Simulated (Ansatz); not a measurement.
# Preparing SiO2 (P3_221) as a host crystal, part 2 of 2

Aim: the runs on the perfect crystal SiO2 (P3_221) that a defect calculation needs first.

Ansatz 0.2.0; plane-wave PAW DFT, PBEsol; relaxation of the defect-free supercell from its symmetric sites (the session's first sound run).

So far: The structure; Defect free supercell relaxed from its symmetric sites.

### Step 3. Defect free supercell relaxed from displaced atoms

This step: plane-wave PAW DFT, PBEsol; relaxation of the defect-free supercell from random displacements, a test of the host's stability (Ansatz 0.2.0).

pristine.rattled/input.yaml reads:

```yaml
crystal:
  lattice:
    - [9.895973338, 0.0, 0.0]
    - [-4.947986669, 8.5701643059, 0.0]
    - [0.0, 0.0, 10.8824784213]
  atoms:
    - { symbol: Si, position: [0.0, 0.2351871553, 0.1666666666] }
    - { symbol: Si, position: [0.2648128447, 0.2648128447, 0.0] }
    - { symbol: Si, position: [0.2351871553, 0.0, 0.3333333334] }
    - { symbol: O, position: [0.0728038984, 0.3665324828, 0.2739032436] }
    - { symbol: O, position: [0.2937285843, 0.4271961016, 0.4405699104] }
    - { symbol: O, position: [0.1334675172, 0.2062714157, 0.107236577] }
    - { symbol: O, position: [0.2062714157, 0.1334675172, 0.392763423] }
    - { symbol: O, position: [0.4271961016, 0.2937285843, 0.0594300896] }
    - { symbol: O, position: [0.3665324828, 0.0728038984, 0.2260967564] }
    - { symbol: Si, position: [0.0, 0.2351871553, 0.6666666666] }
    - { symbol: Si, position: [0.2648128447, 0.2648128447, 0.5] }
    - { symbol: Si, position: [0.2351871553, 0.0, 0.8333333333] }
    - { symbol: O, position: [0.0728038984, 0.3665324828, 0.7739032436] }
    - { symbol: O, position: [0.2937285843, 0.4271961016, 0.9405699104] }
    - { symbol: O, position: [0.1334675172, 0.2062714157, 0.607236577] }
    - { symbol: O, position: [0.2062714157, 0.1334675172, 0.892763423] }
    - { symbol: O, position: [0.4271961016, 0.2937285843, 0.5594300896] }
    - { symbol: O, position: [0.3665324828, 0.0728038984, 0.7260967564] }
    - { symbol: Si, position: [0.0, 0.7351871553, 0.1666666666] }
    - { symbol: Si, position: [0.2648128447, 0.7648128447, 0.0] }
    - { symbol: Si, position: [0.2351871553, 0.5, 0.3333333334] }
    - { symbol: O, position: [0.0728038984, 0.8665324828, 0.2739032436] }
    - { symbol: O, position: [0.2937285843, 0.9271961016, 0.4405699104] }
    - { symbol: O, position: [0.1334675172, 0.7062714157, 0.107236577] }
    - { symbol: O, position: [0.2062714157, 0.6334675172, 0.392763423] }
    - { symbol: O, position: [0.4271961016, 0.7937285843, 0.0594300896] }
    - { symbol: O, position: [0.3665324828, 0.5728038984, 0.2260967564] }
    - { symbol: Si, position: [0.0, 0.7351871553, 0.6666666666] }
    - { symbol: Si, position: [0.2648128447, 0.7648128447, 0.5] }
    - { symbol: Si, position: [0.2351871553, 0.5, 0.8333333333] }
    - { symbol: O, position: [0.0728038984, 0.8665324828, 0.7739032436] }
    - { symbol: O, position: [0.2937285843, 0.9271961016, 0.9405699104] }
    - { symbol: O, position: [0.1334675172, 0.7062714157, 0.607236577] }
    - { symbol: O, position: [0.2062714157, 0.6334675172, 0.892763423] }
    - { symbol: O, position: [0.4271961016, 0.7937285843, 0.5594300896] }
    - { symbol: O, position: [0.3665324828, 0.5728038984, 0.7260967564] }
    - { symbol: Si, position: [0.5, 0.2351871553, 0.1666666666] }
    - { symbol: Si, position: [0.7648128447, 0.2648128447, 0.0] }
    - { symbol: Si, position: [0.7351871553, 0.0, 0.3333333334] }
    - { symbol: O, position: [0.5728038984, 0.3665324828, 0.2739032436] }
    - { symbol: O, position: [0.7937285843, 0.4271961016, 0.4405699104] }
    - { symbol: O, position: [0.6334675172, 0.2062714157, 0.107236577] }
    - { symbol: O, position: [0.7062714157, 0.1334675172, 0.392763423] }
    - { symbol: O, position: [0.9271961016, 0.2937285843, 0.0594300896] }
    - { symbol: O, position: [0.8665324828, 0.0728038984, 0.2260967564] }
    - { symbol: Si, position: [0.5, 0.2351871553, 0.6666666666] }
    - { symbol: Si, position: [0.7648128447, 0.2648128447, 0.5] }
    - { symbol: Si, position: [0.7351871553, 0.0, 0.8333333333] }
    - { symbol: O, position: [0.5728038984, 0.3665324828, 0.7739032436] }
    - { symbol: O, position: [0.7937285843, 0.4271961016, 0.9405699104] }
    - { symbol: O, position: [0.6334675172, 0.2062714157, 0.607236577] }
    - { symbol: O, position: [0.7062714157, 0.1334675172, 0.892763423] }
    - { symbol: O, position: [0.9271961016, 0.2937285843, 0.5594300896] }
    - { symbol: O, position: [0.8665324828, 0.0728038984, 0.7260967564] }
    - { symbol: Si, position: [0.5, 0.7351871553, 0.1666666666] }
    - { symbol: Si, position: [0.7648128447, 0.7648128447, 0.0] }
    - { symbol: Si, position: [0.7351871553, 0.5, 0.3333333334] }
    - { symbol: O, position: [0.5728038984, 0.8665324828, 0.2739032436] }
    - { symbol: O, position: [0.7937285843, 0.9271961016, 0.4405699104] }
    - { symbol: O, position: [0.6334675172, 0.7062714157, 0.107236577] }
    - { symbol: O, position: [0.7062714157, 0.6334675172, 0.392763423] }
    - { symbol: O, position: [0.9271961016, 0.7937285843, 0.0594300896] }
    - { symbol: O, position: [0.8665324828, 0.5728038984, 0.2260967564] }
    - { symbol: Si, position: [0.5, 0.7351871553, 0.6666666666] }
    - { symbol: Si, position: [0.7648128447, 0.7648128447, 0.5] }
    - { symbol: Si, position: [0.7351871553, 0.5, 0.8333333333] }
    - { symbol: O, position: [0.5728038984, 0.8665324828, 0.7739032436] }
    - { symbol: O, position: [0.7937285843, 0.9271961016, 0.9405699104] }
    - { symbol: O, position: [0.6334675172, 0.7062714157, 0.607236577] }
    - { symbol: O, position: [0.7062714157, 0.6334675172, 0.892763423] }
    - { symbol: O, position: [0.9271961016, 0.7937285843, 0.5594300896] }
    - { symbol: O, position: [0.8665324828, 0.5728038984, 0.7260967564] }
basis:
  ecutwfc: 420
  xc_grid: 2
hamiltonian:
  xc: pbesol
kpoints:
  mp_grid: { grid: [1, 1, 1], shift: [0.25, 0.25, 0.25] }
scf:
  occupations: { method: fermi_dirac, width: 0.01 }
  max_iter: 80
output:
  forces: true
relax:
  f_tol: 0.01
  max_steps: 120
  random_displacement: { amplitude: 0.08, seed: 1136 }
checkpoint:
  write: "../pristine.rattled.run"
  compress: false
  write_wavefunctions: false
  write_every: 100000
```

Run with:

```console
$ ansatz run input.yaml --threads 8 --pin off --max-ram 22609MiB --backend cpu --events-out ev --progress --plain --runs-dir out
```

Numbers of over 12 decimals in the logs are rounded to 6 here.

Output:

```text
[...]
Crystal: 72 atoms, lattice volume = 922.944 Å³
Basis set: ecut = 420 eV, 18049 PW (Γ), exchange–correlation on 144×144×150 points (8 copies of the dense FFT grid, shifted against one another)
Bands: 264, of which v1, the nominal top of the filled ones, is band 192 counted from 1 (191 counted from 0)
Symmetry: 1 space group operations
k-points: 1
[...]
SCF iter   1: F=—  HF=-41911.951510 eV  |F-HF|=—  |Δ(HF+E_count)|=         —  Δρ=1.22e-2  dr2=1.07e0  ethr=1.77e-3  ⟨swp⟩=7.0  Hψ=1274  notcnv=0  defer=37
[...]
SCF iter   7: F=-41911.650963 eV  HF=-41911.650963 eV  |F-HF|=9.67e-8  |Δ(HF+E_count)|=   6.88e-6  Δρ=1.24e-5  dr2=1.11e-6  ethr=6.51e-10  ⟨swp⟩=4.0  Hψ=797  notcnv=0
SCF 1 converged in 7 iterations: F = -41911.650963 eV  dr2 = 1.11e-6
[...]
relax step   1: F+E_penalty+E_count = -41911.65096338 eV  Δ(F+E_penalty+E_count) = +0.000e0 eV  max|allowed force component| = 6.757e0 eV/Å  Δτ_max = 0.0000 Å  (7 SCF iters, dr2 threshold 2.50e-6 eV, accepted)
[... the SCF cycles and remarks between the steps are left out from here to the last step ...]
relax step   2: F+E_penalty+E_count = -41915.85326371 eV  Δ(F+E_penalty+E_count) = -4.202e0 eV  max|allowed force component| = 4.139e0 eV/Å  Δτ_max = 0.0524 Å  (6 SCF iters, dr2 threshold 1.00e-4 eV, accepted)
relax step   3: F+E_penalty+E_count = -41918.73158057 eV  Δ(F+E_penalty+E_count) = -2.878e0 eV  max|allowed force component| = 9.672e-2 eV/Å  Δτ_max = 0.0896 Å  (7 SCF iters, dr2 threshold 1.00e-4 eV, accepted)
relax step   4: F+E_penalty+E_count = -41918.74370577 eV  Δ(F+E_penalty+E_count) = -1.213e-2 eV  max|allowed force component| = 5.766e-3 eV/Å  Δτ_max = 0.0411 Å  (7 SCF iters, dr2 threshold 5.85e-7 eV, accepted)
[...]
SCF iter   2: F=-41918.743706 eV  HF=-41918.743706 eV  |F-HF|=4.35e-8  |Δ(HF+E_count)|=   3.23e-5  Δρ=1.59e-6  dr2=2.39e-8  ethr=1.55e-11  ⟨swp⟩=4.0  Hψ=791  notcnv=0
SCF 5 converged in 2 iterations: F = -41918.743706 eV  dr2 = 2.39e-8
relax step   5: F+E_penalty+E_count = -41918.74370579 eV  Δ(F+E_penalty+E_count) = -1.147e-8 eV  max|allowed force component| = 5.757e-3 eV/Å  Δτ_max = 0.0000 Å  (2 SCF iters, accepted)
SCF converged after 2 iterations
Free energy (F): -41918.743706 eV
[...]
Internal energy: -41918.743706 eV  (E = F + TS)
E sigma→0 (E₀):  -41918.743706 eV
Fermi energy:    5.519444 eV
[...]
--- Forces (eV/Å), atoms counted from 1 ---
  atom   1  Si     0.00102782     0.00425750    -0.00426705
  atom   2  Si     0.00325038     0.00057087    -0.00134438
  atom   3  Si    -0.00143547     0.00222966    -0.00007933
  atom   4  O      0.00068201    -0.00223239    -0.00112071
  atom   5  O      0.00154775     0.00199449    -0.00217034
  atom   6  O     -0.00180139    -0.00120961     0.00259482
  atom   7  O     -0.00177829    -0.00142433     0.00068111
  atom   8  O     -0.00038801     0.00508493     0.00018982
  atom   9  O     -0.00396296    -0.00253879     0.00086317
  atom  10  Si     0.00302562     0.00300382    -0.00053314
  atom  11  Si    -0.00060832    -0.00044468     0.00117072
  atom  12  Si     0.00191797     0.00119568     0.00073882
  atom  13  O     -0.00025930    -0.00201666    -0.00028339
  atom  14  O     -0.00038135     0.00351782     0.00089861
  atom  15  O     -0.00303112    -0.00121958     0.00265825
  atom  16  O      0.00175253     0.00084358    -0.00259817
  atom  17  O      0.00181643     0.00237189    -0.00077256
  atom  18  O     -0.00313526    -0.00116732    -0.00087007
  atom  19  Si     0.00133437     0.00386083    -0.00079224
  atom  20  Si    -0.00039124     0.00028502     0.00068949
  atom  21  Si     0.00086978     0.00014605     0.00046646
  atom  22  O     -0.00106983    -0.00362201    -0.00072791
  atom  23  O      0.00068609     0.00283894    -0.00098914
  atom  24  O     -0.00139562    -0.00176968     0.00102033
  atom  25  O      0.00071064     0.00095380    -0.00098216
  atom  26  O     -0.00056122     0.00301612     0.00250609
  atom  27  O     -0.00454383    -0.00153333     0.00209329
  atom  28  Si     0.00041083    -0.00003809    -0.00165808
  atom  29  Si    -0.00117956    -0.00045384    -0.00194216
  atom  30  Si     0.00234026     0.00245032     0.00263085
  atom  31  O     -0.00127249    -0.00090919     0.00037095
  atom  32  O      0.00055199     0.00372082     0.00049932
  atom  33  O     -0.00276691    -0.00138420     0.00293817
  atom  34  O      0.00061427     0.00023023    -0.00305874
  atom  35  O      0.00005289     0.00425452     0.00093463
  atom  36  O     -0.00264891    -0.00253286    -0.00015742
  atom  37  Si    -0.00163170     0.00185293    -0.00000132
  atom  38  Si     0.00023556    -0.00506962     0.00215636
  atom  39  Si     0.00575674     0.00240992    -0.00045689
  atom  40  O      0.00027229    -0.00354781     0.00048460
  atom  41  O      0.00005855     0.00137308     0.00024805
  atom  42  O     -0.00128107    -0.00210246     0.00181901
  atom  43  O      0.00204663    -0.00028474    -0.00160679
  atom  44  O     -0.00091581     0.00143845     0.00196775
  atom  45  O      0.00155721    -0.00378495     0.00254941
  atom  46  Si     0.00060738     0.00402250    -0.00489909
  atom  47  Si     0.00023323     0.00069024    -0.00022981
  atom  48  Si     0.00481517     0.00126888     0.00189438
  atom  49  O     -0.00017675    -0.00221355    -0.00342934
  atom  50  O      0.00032444     0.00027410    -0.00457280
  atom  51  O     -0.00056492    -0.00567710     0.00302672
  atom  52  O     -0.00118095    -0.00338556    -0.00082534
  atom  53  O     -0.00031468     0.00358452     0.00234466
  atom  54  O     -0.00272541     0.00041695     0.00266583
  atom  55  Si     0.00113588     0.00444974    -0.00051945
  atom  56  Si    -0.00089966    -0.00250060     0.00207032
  atom  57  Si     0.00393290     0.00215660     0.00115483
  atom  58  O     -0.00023851    -0.00259111    -0.00102387
  atom  59  O      0.00025161     0.00040066    -0.00200988
  atom  60  O     -0.00235690    -0.00397435    -0.00087432
  atom  61  O     -0.00064873    -0.00132796    -0.00395197
  atom  62  O     -0.00147397    -0.00080919     0.00176955
  atom  63  O     -0.00241777    -0.00339241     0.00256907
  atom  64  Si     0.00034700     0.00308252    -0.00366002
  atom  65  Si     0.00302325    -0.00087727    -0.00043767
  atom  66  Si     0.00316898     0.00157907     0.00087468
  atom  67  O      0.00131065    -0.00372465    -0.00216444
  atom  68  O      0.00084826     0.00216190    -0.00370591
  atom  69  O     -0.00330867    -0.00428545     0.00211228
  atom  70  O     -0.00051538    -0.00394162     0.00077889
  atom  71  O      0.00045978     0.00289839     0.00104111
  atom  72  O      0.00029100    -0.00290429     0.00325566
  max |Σ_I F_I| component: 1.21e-5 eV/Å
--- Relaxed structure (5 steps of the walk, 5 accepted, 0 SCFs on fresh bases) ---
  F+E_penalty+E_count = -41918.74370579 eV   max|allowed force component| = 5.757e-3 eV/Å
  atoms:
    - { symbol: Si, position: [0.000134, 0.235349, 0.166556] }
    - { symbol: Si, position: [0.264665, 0.264289, -1.704731266468797e-5] }
    - { symbol: Si, position: [0.236123, 0.000233, 0.333185] }
    - { symbol: O, position: [0.073177, 0.366430, 0.273968] }
    - { symbol: O, position: [0.294136, 0.427444, 0.440619] }
    - { symbol: O, position: [0.133376, 0.205971, 0.107266] }
    - { symbol: O, position: [0.207645, 0.134082, 0.392380] }
    - { symbol: O, position: [0.427101, 0.293298, 0.059348] }
    - { symbol: O, position: [0.367527, 0.072735, 0.225965] }
    - { symbol: Si, position: [7.986491372295734e-5, 0.234923, 0.666154] }
    - { symbol: Si, position: [0.265353, 0.265030, 0.499871] }
    - { symbol: Si, position: [0.235406, -0.000295, 0.833227] }
    - { symbol: O, position: [0.073116, 0.366239, 0.773402] }
    - { symbol: O, position: [0.293637, 0.426554, 0.940312] }
    - { symbol: O, position: [0.133444, 0.205867, 0.606711] }
    - { symbol: O, position: [0.206009, 0.132719, 0.892914] }
    - { symbol: O, position: [0.427591, 0.294303, 0.559819] }
    - { symbol: O, position: [0.366827, 0.073029, 0.726072] }
    - { symbol: Si, position: [0.000510, 0.735681, 0.166469] }
    - { symbol: Si, position: [0.264984, 0.764435, -0.000188] }
    - { symbol: Si, position: [0.235677, 0.500034, 0.333161] }
    - { symbol: O, position: [0.073649, 0.866869, 0.273796] }
    - { symbol: O, position: [0.294314, 0.927352, 0.440599] }
    - { symbol: O, position: [0.133729, 0.706336, 0.107106] }
    - { symbol: O, position: [0.207064, 0.633803, 0.392350] }
    - { symbol: O, position: [0.427361, 0.793215, 0.059154] }
    - { symbol: O, position: [0.366916, 0.572430, 0.225788] }
    - { symbol: Si, position: [0.000184, 0.735174, 0.666199] }
    - { symbol: Si, position: [0.265229, 0.764823, 0.499830] }
    - { symbol: Si, position: [0.235298, 0.499623, 0.833153] }
    - { symbol: O, position: [0.073190, 0.866119, 0.773687] }
    - { symbol: O, position: [0.294153, 0.926812, 0.940223] }
    - { symbol: O, position: [0.133459, 0.705970, 0.606762] }
    - { symbol: O, position: [0.206124, 0.632839, 0.892750] }
    - { symbol: O, position: [0.427416, 0.793672, 0.559572] }
    - { symbol: O, position: [0.367014, 0.572918, 0.726206] }
    - { symbol: Si, position: [0.500546, 0.235340, 0.166479] }
    - { symbol: Si, position: [0.765785, 0.265788, -0.000304] }
    - { symbol: Si, position: [0.734865, 5.687403776790826e-5, 0.333205] }
    - { symbol: O, position: [0.573057, 0.366752, 0.273696] }
    - { symbol: O, position: [0.794228, 0.427364, 0.440039] }
    - { symbol: O, position: [0.634405, 0.207155, 0.106923] }
    - { symbol: O, position: [0.705611, 0.133175, 0.392904] }
    - { symbol: O, position: [0.928099, 0.294559, 0.059177] }
    - { symbol: O, position: [0.865883, 0.073227, 0.225737] }
    - { symbol: Si, position: [0.500362, 0.235614, 0.666965] }
    - { symbol: Si, position: [0.764966, 0.265034, 0.499817] }
    - { symbol: Si, position: [0.735481, 0.000467, 0.833197] }
    - { symbol: O, position: [0.572908, 0.366585, 0.774515] }
    - { symbol: O, position: [0.794776, 0.428278, 0.940416] }
    - { symbol: O, position: [0.634130, 0.207289, 0.607405] }
    - { symbol: O, position: [0.707265, 0.134522, 0.892360] }
    - { symbol: O, position: [0.927382, 0.293588, 0.558924] }
    - { symbol: O, position: [0.866398, 0.072623, 0.725582] }
    - { symbol: Si, position: [0.500307, 0.735011, 0.166520] }
    - { symbol: Si, position: [0.765620, 0.765638, -0.000102] }
    - { symbol: Si, position: [0.735375, 0.500329, 0.333148] }
    - { symbol: O, position: [0.572570, 0.866214, 0.273913] }
    - { symbol: O, position: [0.793991, 0.927457, 0.440195] }
    - { symbol: O, position: [0.634385, 0.706896, 0.107274] }
    - { symbol: O, position: [0.706274, 0.633470, 0.393002] }
    - { symbol: O, position: [0.928132, 0.794717, 0.059222] }
    - { symbol: O, position: [0.866526, 0.573520, 0.225790] }
    - { symbol: Si, position: [0.500389, 0.735441, 0.666894] }
    - { symbol: Si, position: [0.765195, 0.765263, 0.499930] }
    - { symbol: Si, position: [0.735588, 0.500569, 0.833214] }
    - { symbol: O, position: [0.572852, 0.866769, 0.774203] }
    - { symbol: O, position: [0.794165, 0.927947, 0.940582] }
    - { symbol: O, position: [0.634292, 0.707176, 0.607500] }
    - { symbol: O, position: [0.707149, 0.634389, 0.892558] }
    - { symbol: O, position: [0.927781, 0.794287, 0.559055] }
    - { symbol: O, position: [0.866133, 0.572874, 0.725351] }
```

Elapsed: 26 s, on 8 threads of Arm Neoverse V2, shared host; peak memory 1.6 GiB.

Step by step:

```tsv
step	energy less that of the first step (eV)	largest force component (eV/Å)
1	0.0000	6.7566
2	-4.2023	4.1390
3	-7.0806	0.0967
4	-7.0927	0.0058
5	-7.0927	0.0058
```

The atoms that moved most (Å, from the sites as typed, ahead of the random displacement, the mean shift of all atoms taken out):

```tsv
atom	dx	dy	dz	length
O45	-0.011	0.002	-0.002	0.012
O72	-0.007	-0.001	-0.007	0.010
O7	0.008	0.004	-0.003	0.009
O43	-0.008	-0.004	0.003	0.009
O16	-0.001	-0.008	0.003	0.009
O49	-0.002	-0.001	0.008	0.008
O52	0.002	0.008	-0.003	0.008
O50	0.002	0.008	0.000	0.008
```

The relaxation ends 99 meV an atom lower than the displaced start, with a largest force component of 0.0058 eV/Å.

### Step 4. Results

| Item | Value |
| --- | --- |
| supercell relaxed in its symmetry less the displaced and relaxed one | 0.000 eV |

In words: The energy fell by 7.093 eV from the randomly displaced start; against the sites as typed, O45 ends farthest off, by 0.01 Å, once the mean shift is taken out. The displaced cell ends within 0.01 eV of the symmetric one relaxed in its symmetry, so no lower structure shows in this supercell. All at zero temperature.

[Logs are printed without paths, hosts, clocks, repeated set-up lines and the standing remarks that a program may print on its own settings, such as how far it seeks lower states.]

[Hosts, paths, dates, database ids (printed as entryN), source tags and the programs' standing remarks are cut or masked in the printed files.]

[Runs of the host that timed out are not shown.]

[For some hosts the program warned that the k-mesh of the response run may be too coarse for force constants and the static dielectric constant; such warnings are not always shown.]
